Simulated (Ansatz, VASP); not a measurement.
# Sn in VASP and in Ansatz

```
Sn
1.0
    -1.89129    1.89129    1.89129
     1.89129   -1.89129    1.89129
     1.89129    1.89129   -1.89129
Sn
1
Direct
  0.00000 0.00000 0.00000
```

Alike in both runs: functional r2SCAN; k mesh 16 × 16 × 16; occupations gaussian, width 0.1 eV; no spin polarisation.

Ansatz relaxed the structure, and its values are those at the end. VASP's run is a single point on that final structure, the one shown.

|  | VASP | Ansatz |
| --- | --- | --- |
| version | VASP 6.6.1 | Ansatz 0.2.0 |
| potentials or method | VASP PAW PBE potentials, release 64 (Sn_d) | scalar-relativistic, plane waves, PAW |
| plane-wave cutoff (eV) | 520 | 500 |
| valence electrons in the cell | 14 | 14 |

|  | VASP | Ansatz | Ansatz less VASP |
| --- | --- | --- | --- |
| gap on the k mesh at the Fermi level (eV) | none | none | - |
| pressure (GPa) | 0.0 | 0.0 | -0.01 |

A gap of «none» marks a metal or a gap that the smearing closes.

Caveats: the PAW data sets were made with another functional, which shifts forces and pressure a little (VASP).
